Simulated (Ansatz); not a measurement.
# SiO2: the cost of one run

Program: Ansatz 0.2.0. Level of theory: DFT r2SCAN, scalar-relativistic, plane waves, PAW. These are calculated values, not measurements.

4 further runs of the same task are left out: 4 set aside as unsound or not needed.

### 1 The structure to begin with

The structure is trigonal, space group P-3m1 (No. 164). Conventional cell: a = 3.673 Å, b = 3.673 Å, c = 6.275 Å, α = 90.00°, β = 90.00°, γ = 120.00°. Sn (site symmetry -3m) has 6 S at 2.58 Å as nearest neighbours. S (site symmetry 3m) is surrounded by 3 Sn at 2.58 Å.

Coordinates:

```
CELL_PARAMETERS angstrom
3.67340 0.00000 0.00000
-1.83670 3.18126 0.00000
0.00000 0.00000 6.27527
ATOMIC_POSITIONS crystal
Sn 0.00000 0.00000 0.00000
S 0.33333 0.66667 0.23297
S 0.66667 0.33333 0.76703
```

It goes back to an entry of the Materials Project.

This cell was relaxed beforehand with the same method: volume 24.44 Å³/atom, gap on the mesh 1.90 eV.

### 2 The substitution S → O, Sn → Si

The start of SiO2: fractional positions of relaxed SnS2, cell scaled by 0.794, a guess from tabulated radii.

### 3 A first look at the start (SiO2)

The input, input.yaml:

```yaml
crystal:
  lattice:
    - [2.9182169716, 0.0, 0.0]
    - [-1.4591084858, 2.5272500311, 0.0]
    - [0.0, 0.0, 4.9851865256]
  atoms:
    - { symbol: Si, position: [0.0, 0.0, 0.0] }
    - { symbol: O, position: [0.3333333333, 0.6666666667, 0.2329656583] }
    - { symbol: O, position: [0.6666666667, 0.3333333333, 0.7670343417] }
basis:
  ecutwfc: 500
kpoints:
  mp_grid: { grid: [6, 6, 4] }
hamiltonian:
  xc: r2scan
scf:
  occupations: { method: gaussian, width: 0.1 }
output:
  forces: true
  stress: true
  eigenvalues: true
```

Command:

```
$ ansatz run input.yaml --threads 1 --pin off --max-ram 2560MiB --backend cpu --events-out ev --progress --plain --runs-dir out
```

**Question.** How long does this run take on 1 thread of Intel Xeon at 2.70GHz, shared host, and how much memory does it need?

About 2.3 s, with a peak of 0.39 GiB.
